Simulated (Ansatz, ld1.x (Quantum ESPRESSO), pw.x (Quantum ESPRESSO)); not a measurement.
Equation-of-state test of one PAW potential (C)

carbon, PAW, made with ld1.x (Quantum ESPRESSO) 7.5 (PBE, scalar-relativistic). Core [He], reference 2s2 2p2. Waves: 2s (bound): rcut 1.00, rcutus 1.05 bohr; 2s channel at -0.25 Ry: rcut 1.00, rcutus 1.05 bohr; 2p (bound): rcut 1.80, rcutus 2.10 bohr; 2p channel at 0.25 Ry: rcut 1.80, rcutus 2.10 bohr; 3d channel at 0.1 Ry: rcut 1.35, rcutus 1.75 bohr; 3d channel at 1.65 Ry: rcut 1.35, rcutus 1.75 bohr. Local part: all-electron potential smoothed inside 1.25 bohr (lloc = -2). Core correction: Bessel-smoothed model core inside 0.65 bohr. Augmentation charge: BG, radius 0.90 bohr.

Atomic tests: cutoffs needed: 25 Ry and 35 Ry (the cutoffs (Ry, on a coarse ladder) from which the occupation-weighted sum of valence levels, in a spherical-Bessel basis at the reference potential, stays within 10 and 1 mRy of its value at 400 Ry); ghost test: no extra level below or beside the all-electron valence levels (s, p, d, f tested) (spherical-Bessel basis up to 400 Ry, 20 bohr box); configuration tests: test run stopped at test 2 of 7 (negative rho).

Crystal test: bcc C in pw.x 7.5, no spin, 18³ k-points, Fermi–Dirac smearing 0.01 Ry, cutoffs 45/360 Ry. The lattice is a test structure that the element need not adopt, and mesh and smearing are coarse.

pw.x input:

```
&control
  calculation='scf', prefix='x', pseudo_dir='./', outdir='./tmp', tstress=.true., disk_io='none'
/
&system
  ibrav=0, nat=1, ntyp=1, ecutwfc=45, ecutrho=360, nbnd=9,
  occupations='smearing', smearing='fd', degauss=0.01
/
&electrons
  conv_thr=1e-09, mixing_beta=0.4, electron_maxstep=70
/
ATOMIC_SPECIES
C 1.0 C.UPF
CELL_PARAMETERS angstrom
  -1.17891406 1.17891406 1.17891406
  1.17891406 -1.17891406 1.17891406
  1.17891406 1.17891406 -1.17891406
ATOMIC_POSITIONS crystal
C 0.0000 0.0000 0.0000
K_POINTS automatic
18 18 18 0 0 0
```

```bash
pw.x < C.scf.in > C.scf.out
```

How does the run end?

It converges; the pressure is -10807.02 GPa against 4.10 GPa from all-electron LAPW. The largest radius (2.10 bohr) exceeds half the bond length (1.93 bohr), so the spheres overlap, which is one possible source of error among others. The pseudo pressure rises with volume over part of the range, a mechanical instability. Atomic configuration tests: test run stopped at test 2 of 7 (negative rho). A pressure error of this size marks a broken potential; the numbers have no physical meaning. The log shows:

```
     c_bands:  1 eigenvalues not converged
     [... 49 repeated lines left out ...]
     negative rho (up, down):  7.141E+01 0.000E+00
     total energy              =   -1732.94859700 Ry
     estimated scf accuracy    <       0.00094554 Ry
     [... 4 iterations left out ...]
     iteration #  9     ecut=    45.00 Ry     beta= 0.40
     [... 195 repeated lines left out ...]
     negative rho (up, down):  8.289E+01 0.000E+00
     total energy              =   -1716.39652988 Ry
     estimated scf accuracy    <          9.2E-09 Ry
     iteration # 10     ecut=    45.00 Ry     beta= 0.40
     [... 179 repeated lines left out ...]
     negative rho (up, down):  8.328E+01 0.000E+00
     total energy              =   -1715.92655739 Ry
     estimated scf accuracy    <       0.00000001 Ry
     iteration # 11     ecut=    45.00 Ry     beta= 0.40
     [... 162 repeated lines left out ...]
     negative rho (up, down):  8.351E+01 0.000E+00
     total energy              =   -1715.64695304 Ry
     estimated scf accuracy    <       0.00000003 Ry
     iteration # 12     ecut=    45.00 Ry     beta= 0.40
     [... 145 repeated lines left out ...]
     negative rho (up, down):  8.386E+01 0.000E+00
     the Fermi energy is ********** ev
!    total energy              =   -1715.23169474 Ry
     estimated scf accuracy    <          5.1E-10 Ry
     smearing contrib. (-TS)   =       0.00000000 Ry
     The total energy is F=E-TS. E is the sum of the following terms:
     one-electron contribution =      82.74335429 Ry
     hartree contribution      =     202.25891008 Ry
     xc contribution           =      -9.88178265 Ry
     ewald contribution        =     -13.06829376 Ry
     one-center paw contrib.   =   -1977.28388271 Ry
     convergence has been achieved in  12 iterations
     negative rho (up, down):  8.386E+01 0.000E+00
          total   stress  (Ry/bohr**3)                   (kbar)     P=  -108070.17
     Message from routine punch:
     Nothing written, as per user request (disk_io='none')
```
